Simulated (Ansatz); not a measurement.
**Silicon, fcc under r²SCAN: structure, energy and stiffness**

Aim: take silicon in the fcc structure, relax it, solve it on a dense k-mesh, switch on spin-orbit coupling, then scale the cell to 7 volumes from 88 to 112 % of the relaxed one and try a fit of the equation of state. The k-meshes are 14×14×14 for the relaxation; 23×23×23 for the dense run; 14×14×14 for spin-orbit coupling; 16×16×16 for the volumes.

This is Si in the fcc structure; at room conditions it is diamond.

Program: Ansatz 0.2.0. Level of theory: DFT r2SCAN, plane waves (500 eV) with PAW, scalar-relativistic; PAW files made under PBE, frozen cores solved again for the functional. These are calculated values, not measurements.

### 1 Starting point

Symmetry: Fm-3m, No. 225, cubic system. The conventional cell has a = 3.916 Å, b = 3.916 Å, c = 3.916 Å, α = 90.00°, β = 90.00°, γ = 90.00°. Si (site symmetry m-3m) has 12 Si at 2.77 Å as nearest neighbours.

Structure file:

```
CELL_PARAMETERS angstrom
0.00000 1.95811 1.95811
1.95811 0.00000 1.95811
1.95811 1.95811 0.00000
ATOMIC_POSITIONS crystal
Si 0.00000 0.00000 0.00000
```

### 2 Relaxation of the cell

Input file input.yaml:

```yaml
crystal:
  lattice:
    - [0.0, 1.9581061854, 1.9581061854]
    - [1.9581061854, 0.0, 1.9581061854]
    - [1.9581061854, 1.9581061854, 0.0]
  atoms:
    - { symbol: Si, position: [0.0, 0.0, 0.0] }
hamiltonian:
  xc: r2scan
  pseudopotentials:
    kind: paw
    azcp:
      Si: "pseudopotentials/Si.paw.azcp"
basis:
  ecutwfc: 500
  fft_grid_basis: typed
kpoints:
  mp_grid: { grid: [14, 14, 14], shift: [0, 0, 0] }
magnetization:
  spin_polarized: false
scf:
  occupations: { method: fermi_dirac, width: 0.1 }
relax:
  max_steps: 60
  f_tol: 0.01
  cell: {}
```

The run is started by

```
ansatz run input.yaml --threads 1 --pin off --max-ram 3584MiB --backend cpu --events-out ev --progress --plain --runs-dir out
```

The runs that follow: Single point on a dense mesh; With spin-orbit coupling; The cell scaled to 88 % of its volume; The cell scaled to 92 % of its volume; The cell scaled to 96 % of its volume; The cell scaled to 100 % of its volume; The cell scaled to 104 % of its volume; The cell scaled to 108 % of its volume; The cell scaled to 112 % of its volume.

What does the calculation give? Wanted: space group; conventional cell; volume; shortest distance; gap on the mesh; relative to diamond; V₀, B₀, B₀′.

**Answer**, as computed:

```
                      quantity                         value
space group (spins left aside)               Fm-3m (No. 225)
             conventional cell                   a = 3.801 Å
                        volume                13.729 Å³/atom
             shortest distance                       2.688 Å
               gap on the mesh  none (levels filled in part)
           relative to diamond                 +732 meV/atom
                   V₀, B₀, B₀′   13.814 Å³/atom, 86 GPa, 4.1
```

In words: From the guessed start the volume shrank by 8.6 % in 5 steps. Against the reference form of silicon (diamond, computed apart with the same settings) it stands 732 meV/atom higher, so it is far from stable. Levels at the Fermi energy are filled in part, as in a metal. The total energy of the spin-orbit run lies +0.19 eV/atom from the scalar one, but the two kinds of run don't share a zero of energy: only differences within one kind count. B₀ comes out at 86 GPa. Relaxation kept the symmetry; phonons were not checked.
